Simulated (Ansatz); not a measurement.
# hcp against fcc along the lanthanides

These are results of DFT, revPBE, plane waves (420 eV) with PAW, scalar-relativistic in Ansatz 0.2.0, not measurements. The PAW files were generated under PBE, with cores re-solved for the functional.

Each structure is relaxed within its symmetry, in the lowest magnetic state of the tried starts. Differences under about 8 meV lie within the error of the k-point mesh.

Semilocal functionals delocalise ytterbium's f shell and shrink the cell.

```csv
element,E(hcp) − E(fcc) (meV/atom),V(hcp) (Å³/atom),V(fcc) (Å³/atom),state of hcp,state of fcc
La,20,39.31,38.66,spin not included,spin not included
Yb,13,38.00,37.87,spin not included,non-magnetic
Lu,-45,30.18,30.18,spin not included,spin not included
```
